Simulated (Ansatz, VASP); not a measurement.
## One calculation of BAs, two programs

```
As B
1.0
     0.00000    2.38850    2.38850
     2.38850    0.00000    2.38850
     2.38850    2.38850    0.00000
As B
1 1
Direct
  0.75000 0.75000 0.75000
  0.00000 0.00000 0.00000
```

Alike in both runs: task single point; functional PBE; k mesh 10 × 10 × 10; occupations gaussian, width 0.021 eV; no spin polarisation.

```csv
,VASP,Ansatz
version,VASP 6.6.1,Ansatz 0.2.0
potentials or method,"VASP PAW PBE potentials, release 64 (As, B)",Ansatz PAW
plane-wave cutoff (eV),520,420
valence electrons in the cell,8,18
```

VASP gave:

* gap on the k mesh at the Fermi level (eV): 1.18
* least direct gap on the mesh (eV): 3.28
* pressure (GPa): 3.4

Task: What did Ansatz give for the same quantities?

Result: gap on the k mesh at the Fermi level (eV): 1.18; least direct gap on the mesh (eV): 3.28; pressure (GPa): 2.8.

The two sets of potentials don't hold the same shells in valence.

A k mesh can miss the band edges.
